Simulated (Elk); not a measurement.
## Density of states of Hg

```cif
data_structure
_symmetry_space_group_name_H-M 'Fm-3m'
_symmetry_Int_Tables_number 225
_cell_length_a 4.7838
_cell_length_b 4.7838
_cell_length_c 4.7838
_cell_angle_alpha 90.000
_cell_angle_beta 90.000
_cell_angle_gamma 90.000
_cell_volume 109.48
loop_
_atom_site_label
_atom_site_type_symbol
_atom_site_symmetry_multiplicity
_atom_site_Wyckoff_symbol
_atom_site_fract_x
_atom_site_fract_y
_atom_site_fract_z
_atom_site_occupancy
Hg1 Hg 4 a 0.00000 0.00000 0.00000 1
```

The runs use the primitive cell with vectors (0.000, 2.392, 2.392), (2.392, 0.000, 2.392), (2.392, 2.392, 0.000) Å, to which the k mesh refers.

Structure from Materials Project entry mp-753304 (possibly hypothetical), not relaxed further.

Spin–orbit coupling is left out, though it moves levels of the heavy atoms by tenths of an eV or more.

Theory: DFT, TB-mBJ exchange potential with LDA correlation, all-electron APW+lo, Dirac cores, scalar-relativistic bands in Elk 11.2.3 with local patches.

Sampling and basis: a Γ-centred 10×10×10 k mesh, Fermi–Dirac smearing of 0.0136 eV, R·Kmax = 8 on the mean sphere radius, lmax = 10, no spin polarisation; the energy settled, though the test on the potential was never met; no run of a second program bears this one out, and levels, gaps and moments can depend on Elk's basis and start.

States per eV and cell, averaged over 0.4 eV, from -5.9 to 3.9 eV, with energies (bin centres) from the Fermi level; empty bins are left out. The partial columns, the largest 3 alone, are parts inside the muffin-tin spheres by angular momentum, or the part between the spheres (interstitial), summed over atoms of an element.

```json
{"E (eV)": "-5.8", "total": "0.18", "interstitial": "0.05", "Hg s": "0.07", "Hg p": "0.01"}
{"E (eV)": "-5.4", "total": "0.19", "interstitial": "0.06", "Hg s": "0.08", "Hg p": "0.01"}
{"E (eV)": "-5.0", "total": "0.21", "interstitial": "0.07", "Hg s": "0.09", "Hg p": "0.01"}
{"E (eV)": "-4.7", "total": "0.23", "interstitial": "0.08", "Hg s": "0.10", "Hg p": "0.02"}
{"E (eV)": "-4.3", "total": "0.25", "interstitial": "0.08", "Hg s": "0.11", "Hg p": "0.02"}
{"E (eV)": "-3.9", "total": "0.27", "interstitial": "0.09", "Hg s": "0.12", "Hg p": "0.02"}
{"E (eV)": "-3.5", "total": "0.29", "interstitial": "0.10", "Hg s": "0.13", "Hg p": "0.03"}
{"E (eV)": "-3.1", "total": "0.32", "interstitial": "0.10", "Hg s": "0.15", "Hg p": "0.03"}
{"E (eV)": "-2.7", "total": "0.37", "interstitial": "0.12", "Hg s": "0.18", "Hg p": "0.03"}
{"E (eV)": "-2.3", "total": "0.44", "interstitial": "0.13", "Hg s": "0.22", "Hg p": "0.04"}
{"E (eV)": "-2.0", "total": "0.47", "interstitial": "0.14", "Hg s": "0.25", "Hg p": "0.04"}
{"E (eV)": "-1.6", "total": "0.46", "interstitial": "0.13", "Hg s": "0.26", "Hg p": "0.03"}
{"E (eV)": "-1.2", "total": "0.41", "interstitial": "0.11", "Hg s": "0.24", "Hg p": "0.03"}
{"E (eV)": "-0.8", "total": "0.42", "interstitial": "0.11", "Hg s": "0.26", "Hg p": "0.02"}
{"E (eV)": "-0.4", "total": "0.29", "interstitial": "0.07", "Hg s": "0.18", "Hg p": "0.01"}
{"E (eV)": "0.0", "total": "0.08", "interstitial": "0.03", "Hg s": "0.03", "Hg p": "0.02"}
{"E (eV)": "0.4", "total": "0.11", "interstitial": "0.05", "Hg s": "0.01", "Hg p": "0.04"}
{"E (eV)": "0.7", "total": "0.16", "interstitial": "0.08", "Hg s": "0.01", "Hg p": "0.06"}
{"E (eV)": "1.1", "total": "0.23", "interstitial": "0.11", "Hg s": "0.02", "Hg p": "0.08"}
{"E (eV)": "1.5", "total": "0.41", "interstitial": "0.19", "Hg s": "0.04", "Hg p": "0.15"}
{"E (eV)": "1.9", "total": "0.61", "interstitial": "0.28", "Hg s": "0.06", "Hg p": "0.23"}
{"E (eV)": "2.3", "total": "0.71", "interstitial": "0.32", "Hg s": "0.08", "Hg p": "0.26"}
{"E (eV)": "2.7", "total": "0.50", "interstitial": "0.22", "Hg s": "0.08", "Hg p": "0.18"}
{"E (eV)": "3.1", "total": "0.33", "interstitial": "0.14", "Hg s": "0.06", "Hg p": "0.11"}
{"E (eV)": "3.4", "total": "0.30", "interstitial": "0.13", "Hg s": "0.06", "Hg p": "0.10"}
{"E (eV)": "3.8", "total": "0.40", "interstitial": "0.17", "Hg s": "0.05", "Hg p": "0.14"}
```
